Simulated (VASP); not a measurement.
# InP (F-43m) in VASP: further runs, part 2 of 2

VASP 6.6.1. Earlier steps stand in the parts before.

## 5. Relaxation of cell and atoms, PBEsol

This run uses another cell than the first one, of 25.39 Å³/atom, 1.009 times its volume.

Contents of INCAR:

```
SYSTEM = InP
PREC = Accurate ; ENCUT = 600
EDIFF = 1E-7 ; ISMEAR = 0
SIGMA = 0.03 ; LREAL = .False.
LASPH = .True. ; NELM = 80
ALGO = Normal ; ISIF = 3
LWAVE = .False. ; LCHARG = .False.
GGA = PS ; IBRION = 2
NSW = 90 ; EDIFFG = -0.005
KPAR = 4
```

Contents of KPOINTS:

```
Automatic mesh
0
Gamma
  8 8 8
  0 0 0
```

Contents of POSCAR:

```
InP                                     
1.0
   -0.0000000000      2.9393308167      2.9393308167
    2.9393308167     -0.0000000000      2.9393308167
    2.9393308167      2.9393308167      0.0000000000
  In              P             
     1     1
Direct
     0.0000000000000000    0.0000000000000000    0.0000000000000000
     0.2500000000000000    0.2500000000000000    0.2500000000000000
```

Potentials or basis: VASP PAW PBE potentials, release 64 (In_d, P).

The run is started by

```
> cat potpaw_PBE.64/In_d/POTCAR potpaw_PBE.64/P/POTCAR > POTCAR
> mpirun -np 4 vasp_std > vasp.out
```

OUTCAR:

```text
SYSTEM = InP
   PREC = Accurate
   ENCUT = 600
   EDIFF = 1E-7
   ISMEAR = 0
   LREAL = .False.
   LASPH = .True.
   NELM = 80
   ISIF = 3
   GGA = PS
   IBRION = 2
   NSW = 90
   EDIFFG = -0.005

 ion  position               nearest neighbor table
   1  0.000  0.000  0.000-   2 2.55   2 2.55   2 2.55   2 2.55
   2  0.250  0.250  0.250-   1 2.55   1 2.55   1 2.55   1 2.55

  LATTYP: Found a face centered cubic cell.
 ALAT       =     5.8786616334

  Lattice vectors:

 A1 = (   0.0000000000,   2.9393308167,   2.9393308167)
 A2 = (   2.9393308167,   0.0000000000,   2.9393308167)
 A3 = (   2.9393308167,   2.9393308167,   0.0000000000)

Analysis of symmetry for initial positions (statically):
=====================================================================
 Subroutine PRICEL returns:
 Original cell was already a primitive cell.

 Routine SETGRP: Setting up the symmetry group for a
 face centered cubic supercell.

 Subroutine GETGRP returns: Found 24 space group operations
 (whereof 24 operations were pure point group operations)
 out of a pool of 48 trial point group operations.

The static configuration has the point symmetry T_d .

Analysis of symmetry for dynamics (positions and initial velocities):
=====================================================================
 Subroutine PRICEL returns:
 Original cell was already a primitive cell.

 Routine SETGRP: Setting up the symmetry group for a
 face centered cubic supercell.

 Subroutine GETGRP returns: Found 24 space group operations
 (whereof 24 operations were pure point group operations)
 out of a pool of 48 trial point group operations.

The dynamic configuration has the point symmetry T_d .

 Subroutine INISYM returns: Found 24 space group operations
 (whereof 24 operations are pure point group operations),
 and found     1 'primitive' translations

----------------------------------------------------------------------------------------

                                     Primitive cell

[... 123 lines left out ...]
 Gauss-broadening in eV      SIGMA  =   0.03
  energy-cutoff  :      600.00
  volume of cell :       50.79
 maximum number of plane-waves:      1719
 NGX is ok and might be reduce to    36
   NGX = 17   NGY = 17   NGZ = 17

 number of electron      17.9999998 magnetization

 Free energy of the ion-electron system (eV)
  ---------------------------------------------------
  ext. energy  EPLUGINS =         0.00000000
  ---------------------------------------------------
  free energy    TOTEN  =        -9.15513024 eV

  energy without entropy =       -9.15513024  energy(sigma->0) =       -9.15513024

 E-fermi :   5.1923     XC(G=0):  -9.4392

 val. band max:        4.9935659707   @ k =   0.0000   0.0000   0.0000
 cond. band min:       5.5597555319   @ k =   0.0000   0.0000   0.0000
 fundamental gap:      0.5661895612
 Fermi energy:         5.1922565640

 k-point     1 :       0.0000    0.0000    0.0000
  band No.  band energies     occupation
      1      -9.1377      2.00000
      2      -9.1377      2.00000
      3      -9.1377      2.00000
      4      -8.9876      2.00000
      5      -8.9876      2.00000
      6      -6.4925      2.00000
      7       4.9936      2.00000
      8       4.9936      2.00000
      9       4.9936      2.00000
     10       5.5598      0.00000
     11       9.0098      0.00000
     12       9.0098      0.00000
     13       9.0098      0.00000
[... 354 lines left out ...]
  band No.  band energies     occupation
      1      -9.2688      2.00000
      2      -9.0901      2.00000
      3      -9.0702      2.00000
      4      -8.9932      2.00000
      5      -8.9749      2.00000
      6      -4.4550      2.00000
      7      -0.5733      2.00000
      8       2.2829      2.00000
      9       3.3560      2.00000
     10       8.0705      0.00000
     11       9.0720      0.00000
     12      10.7918      0.00000
     13      12.1026      0.00000

 [... further k-points ...]

------------------------ aborting loop because EDIFF is reached ----------------------------------------

  FORCE on cell =-STRESS in cart. coord.  units (eV):
  Direction    XX          YY          ZZ          XY          YZ          ZX
  --------------------------------------------------------------------------------------
  -------------------------------------------------------------------------------------
  Total       -0.0019640     -0.0019640     -0.0019640      0.0000000      0.0000000     -0.0000000
  in kB       -0.0619537     -0.0619537     -0.0619537      0.0000000      0.0000000     -0.0000000
  external PRESSURE =      -0.0619537 kB  Pullay stress =       0.0000000 kB

 VOLUME and BASIS-vectors are now :
 -----------------------------------------------------------------------------
  energy-cutoff  :      600.00
  volume of cell :       50.79
      direct lattice vectors                 reciprocal lattice vectors
     0.000000000  2.939330817  2.939330817    -0.170106746  0.170106746  0.170106746
     2.939330817  0.000000000  2.939330817     0.170106746 -0.170106746  0.170106746
     2.939330817  2.939330817  0.000000000     0.170106746  0.170106746 -0.170106746

 POSITION                                       TOTAL-FORCE (eV/Angst)
 -----------------------------------------------------------------------------------
      0.00000      0.00000      0.00000         0.000000      0.000000      0.000000
      1.46967      1.46967      1.46967        -0.000000     -0.000000     -0.000000
 -----------------------------------------------------------------------------------
    total drift:                               -0.000000     -0.000000     -0.000000

  FREE ENERGIE OF THE ION-ELECTRON SYSTEM (eV)
  ---------------------------------------------------
  free  energy   TOTEN  =        -9.1551302361 eV

  energy  without entropy=       -9.1551302361  energy(sigma->0) =       -9.15513024

 reached required accuracy - stopping structural energy minimisation
```

OSZICAR:

```text
N       E                     dE             d eps       ncg     rms          rms(c)
DAV:   1     0.118329640587E+03    0.11833E+03   -0.93249E+03   754   0.171E+03
DAV:   2    -0.202556147384E+00   -0.11853E+03   -0.11478E+03   764   0.347E+02
DAV:   3    -0.928476854671E+01   -0.90822E+01   -0.89991E+01   969   0.962E+01
DAV:   4    -0.954707423396E+01   -0.26231E+00   -0.26207E+00   879   0.173E+01
DAV:   5    -0.955726120837E+01   -0.10187E-01   -0.10187E-01  1149   0.321E+00    0.541E+00
DAV:   6    -0.919052066014E+01    0.36674E+00   -0.69308E-01  1121   0.163E+01    0.321E+00
DAV:   7    -0.915772514253E+01    0.32796E-01   -0.17347E-01  1075   0.411E+00    0.110E+00
DAV:   8    -0.915492304284E+01    0.28021E-02   -0.15495E-02  1003   0.180E+00    0.354E-01
DAV:   9    -0.915508748862E+01   -0.16445E-03   -0.17448E-03   977   0.670E-01    0.169E-01
DAV:  10    -0.915510590043E+01   -0.18412E-04   -0.16628E-04   905   0.108E-01    0.113E-01
DAV:  11    -0.915512931350E+01   -0.23413E-04   -0.30178E-05   890   0.517E-02    0.189E-02
DAV:  12    -0.915513027354E+01   -0.96004E-06   -0.14294E-05   969   0.809E-02    0.170E-02
DAV:  13    -0.915513023613E+01    0.37402E-07   -0.90246E-07   982   0.103E-02
   1 F= -.91551302E+01 E0= -.91551302E+01  d E =-.915513E+01
```

Run time: 16 s. Hardware: 4 MPI ranks of Intel Xeon Platinum 8375C at 2.90GHz (Ice Lake), shared host; peak memory 0.2 GiB.

What came out:

```
Free energy             : -9.1551 eV
Pressure after relaxing : 0.0 GPa
Band gap on the k mesh  : 0.57 eV, direct
```

Final structure:
```
CELL_PARAMETERS angstrom
0.00000 2.93933 2.93933
2.93933 0.00000 2.93933
2.93933 2.93933 0.00000
ATOMIC_POSITIONS crystal
In 0.00000 0.00000 0.00000
P 0.25000 0.25000 0.25000
```

Levels at points of the mesh, in eV from the valence-band top:
| k point | band 5 | band 6 | band 7 | band 8 | band 9 | band 10 | band 11 | band 12 | band 13 |
| --- | --- | --- | --- | --- | --- | --- | --- | --- | --- |
| (0.00, 0.00, 0.00) | -13.98 | -11.49 | 0.00 | 0.00 | 0.00 | 0.57 | 4.02 | 4.02 | 4.02 |
| (0.50, 0.00, 0.00) | -13.97 | -9.77 | -5.75 | -0.97 | -0.97 | 1.38 | 4.73 | 4.73 | 6.93 |
| (0.50, 0.50, 0.00) | -13.95 | -9.11 | -5.78 | -2.32 | -2.32 | 1.65 | 2.17 | 9.04 | 9.47 |

Caveat: the relaxation stopped at its first step, so nothing moved; the PAW data sets were made with another functional, which shifts forces and pressure a little; spin-orbit coupling is left out, which moves the levels of the heavy elements.
